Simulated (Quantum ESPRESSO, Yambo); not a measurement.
# A GW chain in Yambo: SiC (Moissanite), part 2 of 3

Aim: the G0W0 gap of SiC (Moissanite) on PBE, step by step.

Quantum ESPRESSO 7.5 and Yambo 5.3.0; PBE and many-body steps on it, plane waves. Known limits of the many-body steps: not at the basis limit; coarse k mesh.

So far. Step 2 (Ground state): The gap is indirect, with the least direct gap 1.70 eV higher. Step 3 (Bands along the symmetry lines): The gap is 2.283 eV, as in the run before at this level.

**4. Empty states on the mesh, 3×3×4 mesh, 180 bands**

Level of this step: DFT, PBE, plane waves, norm-conserving pseudopotentials (Quantum ESPRESSO).

The sums over transitions need many empty states on a uniform mesh; this step solves for them.

Input file pw.in:

```
&control
  calculation = 'nscf'
  prefix = 'x'
  outdir = 'o'
  pseudo_dir = 'pseudo'
/
&system
  ibrav = 0
  nat = 4
  ntyp = 2
  ecutwfc = 74.0
  nbnd = 180
  force_symmorphic = .true.
/
&electrons
  conv_thr = 1e-9
  electron_maxstep = 80
  diago_full_acc = .true.
  diago_thr_init = 5e-6
/
ATOMIC_SPECIES
  Si 28.085 Si.upf
  C 12.011 C.upf
CELL_PARAMETERS angstrom
  3.0760000000 0.0000000000 0.0000000000
  -1.5380000000 2.6638941420 0.0000000000
  0.0000000000 0.0000000000 5.0480000000
ATOMIC_POSITIONS crystal
  Si 0.3333333333 0.6666666667 0.0045619064
  Si 0.6666666667 0.3333333333 0.5045619064
  C 0.3333333333 0.6666666667 0.3804380937
  C 0.6666666667 0.3333333333 0.8804380937
K_POINTS automatic
  3 3 4 0 0 0
```

Command:

```sh
$ OMP_NUM_THREADS=1 mpirun -n 4 pw.x -nk 4 -in pw.in > pw.out
```

What it wrote:

```text
[banner, memory and clock lines left out]
Program PWSCF v.7.5 starts

     Atomic positions and unit cell read from directory:
     o/x.save/

     Message from routine setup:
     using ibrav=0 with symmetry is DISCOURAGED, use correct ibrav instead

     G-vector sticks info

     bravais-lattice index     =            0
     lattice parameter (alat)  =       5.8128  a.u.
     unit-cell volume          =     279.1382 (a.u.)^3
     number of atoms/cell      =            4
     number of atomic types    =            2
     number of electrons       =        16.00
     number of Kohn-Sham states=          180
     kinetic-energy cutoff     =      74.0000  Ry
     charge density cutoff     =     296.0000  Ry
     Exchange-correlation= PBE
                           (   1   4   3   4   0   0   0)

     celldm(1)=   5.812798  celldm(2)=   0.000000  celldm(3)=   0.000000
     celldm(4)=   0.000000  celldm(5)=   0.000000  celldm(6)=   0.000000

     crystal axes: (cart. coord. in units of alat)
               a(1) = (   1.000000   0.000000   0.000000 )
               a(2) = (  -0.500000   0.866025   0.000000 )
               a(3) = (   0.000000   0.000000   1.641092 )

     reciprocal axes: (cart. coord. in units 2 pi/alat)
               b(1) = (  1.000000  0.577350 -0.000000 )
               b(2) = (  0.000000  1.154701  0.000000 )
               b(3) = (  0.000000 -0.000000  0.609350 )
     Pseudo is Norm-conserving + core correction, Zval =  4.0
     Generated using ONCVPSP code by D. R. Hamann
     Using radial grid of 1510 points,  6 beta functions with:
     Pseudo is Norm-conserving + core correction, Zval =  4.0
     Generated using ONCVPSP code by D. R. Hamann
     Using radial grid of 1248 points,  4 beta functions with:
     Si                4.00    28.08500     Si( 1.00)
     C                 4.00    12.01100     C ( 1.00)

      6 Sym. Ops. (no inversion) found

   Cartesian axes

     site n.     atom                  positions (alat units)
         1        Si     tau(   1) = (  -0.0000000   0.5773503   0.0074865  )
         2        Si     tau(   2) = (   0.5000000   0.2886751   0.8280327  )
         3        C      tau(   3) = (  -0.0000000   0.5773503   0.6243340  )
         4        C      tau(   4) = (   0.5000000   0.2886751   1.4448802  )

     number of k points=    10
                       cart. coord. in units 2pi/alat
        k(    1) = (   0.0000000   0.0000000   0.0000000), wk =   0.0555556
        k(    2) = (   0.0000000   0.0000000   0.1523376), wk =   0.1111111
        k(    3) = (   0.0000000   0.0000000  -0.3046751), wk =   0.0555556
[...]
k(    9) = (   0.3333333   0.5773503  -0.3046751), wk =   0.1111111
        k(   10) = (   0.0000000  -0.3849002   0.1523376), wk =   0.3333333

     Dense  grid:    23969 G-vectors     FFT dimensions: (  32,  32,  54)

     The potential is recalculated from file :
     o/x.save/charge-density

     Starting wfcs are   16 randomized atomic wfcs +  164 random wfcs

     Band Structure Calculation

     End of band structure calculation

          k = 0.0000 0.0000 0.0000 (  2997 PWs)   bands (ev):

    -5.9244  -2.3578   0.9457   8.3320   8.3320   9.5423   9.6509   9.6509
    14.4502  15.8529  16.3195  16.3195  17.3962  18.6057  18.6057  20.9834
    21.0796  21.0796  22.5837  24.6673  24.6673  26.4321  27.1872  29.9514
[...]
[... 11 further rows ...]
[...]
146.5917 146.5917 147.4765 148.1015

          k = 0.0000 0.0000 0.1523 (  2966 PWs)   bands (ev):

[...]
[... 11 further rows ...]
[...]
145.4939 145.4939 145.8727 146.4470

          k = 0.0000 0.0000-0.3047 (  2978 PWs)   bands (ev):

[...]
77.9224  77.9224  77.9224  77.9224  78.6091  78.6091  79.2623  79.2623
     [... 11 further rows ...]
   143.6707 143.6707 144.3888 144.3888 144.3888 144.3888 145.2032 145.2032
   146.1834 146.1834 146.1834 146.1834

          k = 0.0000 0.3849 0.0000 (  3004 PWs)   bands (ev):

     [... further k-points ...]

     highest occupied, lowest unoccupied level (ev):     9.6509   11.9339

     XML data file, pseudopotentials, collected wavefunctions
```

Wall time 14 s (4 MPI ranks of Arm Neoverse V1, shared host); peak memory 0.38 GiB.

Numbers from this step:

```yaml
gap: 2.283 eV
k_of_the_valence_top: 0, 0, 0
k_of_the_conduction_bottom: 0.3333, 0.3333, 0
least_direct_gap: 4.286 eV
k_points_computed: 10
lowest_point_of_the_top_converged_band_above_the_valence_top: 131.1515 eV
```

On this mesh the gap is 2.283 eV.

**5. Conversion and set-up**

This step: Yambo 5.3.0; conversion and set-up on PBE, plane waves, norm-conserving pseudopotentials.

The states are converted to the many-body program's format and the q mesh is built.

Command:

```sh
$ (cd o/x.save; p2y > p2y.log; mv SAVE ../..); yambo > setup.log
```

What it wrote:

```text
 Yambo, version 5.3.0

 [02] CORE Variables Setup
 =========================

  [02.01] Unit cells
  ==================

  Cell kind             :  HCP
  Atoms in the cell     :  Si  C
  number of Si atoms    :  2
  number of C  atoms    :  2

  List of atomic masses
  Mass of Si    :  28.08500
  Mass of C     :  12.01100

  List of atomic coordinates    : [cc]
  Si1       : -0.29064E-09   3.3560      0.43518E-01  order 1
  Si2       :  2.906399  1.678010  4.813186  order 2
  C1       : -0.29064E-09   3.3560       3.6291      order 3
  C2       :  2.906399  1.678010  8.398796  order 4

  Alat factors          :  5.812798  5.034030  9.539337 [a.u.]
  Direct lattice volume :  279.1382 [a.u.]
  Direct lattice vectors:  A[ 1 ]  A[ 2 ]  A[ 3 ]
   A[ 1 ]:  1.000000  0.000000  0.000000  [iru]
   5.812798  0.000000  0.000000  [cc]
   A[ 2 ]: -0.500000  1.000000  0.000000  [iru]
  -2.906399  5.034030  0.000000  [cc]
   A[ 3 ]:  0.000000  0.000000  1.000000  [iru]
   0.000000  0.000000  9.539337  [cc]

  Recip. lattice volume :  0.888629 [a.u.]
  Recip. lattice vectors:  B[ 1 ]  B[ 2 ]  B[ 3 ]
   B[ 1 ]:  1.000000  0.500000  0.000000  [iku]
   1.080923  0.624071 -0.000000  [cc]
   B[ 2 ]:  0.000000  1.000000  0.000000  [iku]
   0.000000  1.248142  0.000000  [cc]
   B[ 3 ]:  0.000000  0.000000  1.000000  [iku]
   0.000000 -0.000000  0.658661  [cc]

  [02.02] Symmetries
  ==================

  Inversion symmetry    : yes
  Spatial inversion     : no
  Inversion index       :   7
  K-space Time-reversal : yes
  Magnetic symmetries   : no
  Time-reversal derived K-space symmetries:   7  12
  Group table correct   : yes
  Symmetries units      :  [cc]

   [S  1]:   1.0000       0.0000       0.0000      0.27357E-16   1.0000       0.0000       0.0000       0.0000       1.0000
   [S  2]: -0.500000  0.866025  0.000000 -0.866025 -0.500000  0.000000  0.000000  0.000000  1.000000
   [S  3]: -0.500000 -0.866025  0.000000  0.866025 -0.500000  0.000000  0.000000  0.000000  1.000000
   [S  4]:  -1.0000       0.0000       0.0000     -0.20379E-15   1.0000       0.0000       0.0000       0.0000       1.0000
   [S  5]:  0.500000  0.866025  0.000000  0.866025 -0.500000  0.000000  0.000000  0.000000  1.000000
   [S  6]:  0.500000 -0.866025  0.000000 -0.866025 -0.500000  0.000000  0.000000  0.000000  1.000000
   [S* 7]:  -1.0000      -0.0000      -0.0000     -0.27357E-16  -1.0000      -0.0000      -0.0000      -0.0000      -1.0000
   [S* 8]:  0.500000 -0.866025 -0.000000  0.866025  0.500000 -0.000000 -0.000000 -0.000000 -1.000000
   [S* 9]:  0.500000  0.866025 -0.000000 -0.866025  0.500000 -0.000000 -0.000000 -0.000000 -1.000000
   [S*10]:   1.0000      -0.0000      -0.0000      0.20379E-15  -1.0000      -0.0000      -0.0000      -0.0000      -1.0000
   [S*11]: -0.500000 -0.866025 -0.000000 -0.866025  0.500000 -0.000000 -0.000000 -0.000000 -1.000000
[...]
Grid dimensions      :   4   3   3
  K lattice UC volume  :  0.024684 [a.u.]

  IBZ K-points                                      :  10
  BZ  K-points                                      :   36

  K/Q-points units:
  rlu = crystal or reduced units; cc = cartesian coordinates; iku = interal k-units

  K [ 1]         [rlu]:  0.000000  0.000000  0.000000
         WF components:  2997
  K [ 2]         [rlu]:  0.000000  0.000000  0.250000
         WF components:  2966
  K [ 3]         [rlu]:  0.000000  0.000000 -0.500000
         WF components:  2978
[...]
K [ 8]         [rlu]:  0.333333  0.333333  0.250000
[...]
K [ 9]         [rlu]:  0.333333  0.333333 -0.500000
         WF components:  3018
  K [10]         [rlu]:  0.000000 -0.333333  0.250000
         WF components:  2997

  [02.05] Energies & Occupations
  ==============================

  [X] === General ===
  [X] Electronic Temperature                        :  0.000000  0.000000 [eV K]
  [X] Bosonic    Temperature                        :  0.000000  0.000000 [eV K]
  [X] Finite Temperature mode                       : no
  [X] El. density                                   :  0.38681E+24 [cm-3]
  [X] Fermi Level                                   :  9.650849 [eV]

  [X] === Gaps and Widths ===
  [X] Conduction Band Min                           :  2.283037 [eV]
  [X] Valence Band Max                              :  0.000000 [eV]
  [X] Filled Bands                                  :   8
  [X] Empty Bands                                   :    9  180
  [X] Direct Gap                                    :  4.286464 [eV]
  [X] Direct Gap localized at k                     :   4
  [X] Indirect Gap                                  :  2.283037 [eV]
  [X] Indirect Gap between kpts                     :   1   7
  [X] Last valence band width                       :  3.832875 [eV]
  [X] 1st conduction band width                     :  3.608972 [eV]

  E @ K [ 1]:  [eV]
   -15.5753     -12.0086     -8.70510     -1.31881     -1.31881    -0.108581    -0.311050E-8   0.00000
[...]
occ @ K [ 1]
[...]
E @ K [ 2]:  [eV]
[...]
occ @ K [ 2]
[...]
E @ K [ 3]:  [eV]
[...]
occ @ K [ 3]
[...]
E @ K [ 8]:  [eV]
[...]
occ @ K [ 8]
[...]
E @ K [ 9]:  [eV]
[...]
occ @ K [ 9]
[...]
E @ K [10]:  [eV]
[...]
occ @ K [10]
   2.000000  2.000000  2.000000  2.000000  2.000000  2.000000  2.000000  2.000000
   0.000000  0.000000  0.000000  0.000000  0.000000  0.000000  0.000000  0.000000

 [03] Transferred momenta grid and indexing
 ==========================================

 IBZ Q-points                                      :  10
 BZ  Q-points                                      :   36

 K/Q-points units:
 rlu = crystal or reduced units; cc = cartesian coordinates; iku = interal k-units

 Q [ 1]         [rlu]:  0.000000  0.000000  0.000000
 Q [ 2]         [rlu]:  0.000000  0.000000  0.250000
 Q [ 3]         [rlu]:  0.000000  0.000000 -0.500000
[...]
Q [ 8]         [rlu]:  0.333333  0.333333  0.250000
 Q [ 9]         [rlu]:  0.333333  0.333333 -0.500000
 Q [10]         [rlu]: -0.10530E-16 -0.33333      0.25000

  [03.01] X indexes
  =================

   [03.01.01] Sigma indexes
   ========================

 [06] Game Over & Game summary
```

Run time: 2.1 s. Hardware: 1 MPI rank; peak memory 0.23 GiB.

[end of part 2 of 3]

[Paths, hosts, dates, memory and timing lines, banners, echoed tables and standing remarks are left out of the program output.]

[Logs are printed without paths, hosts, clocks, repeated set-up lines and the standing remarks that a program may print on its own settings, such as how far it seeks lower states.]

[Runs of the session that timed out or met a known fault of the program may be left out.]

[Hosts, paths, dates, database ids (printed as entryN), source tags and the programs' standing remarks are cut or masked in the printed files.]
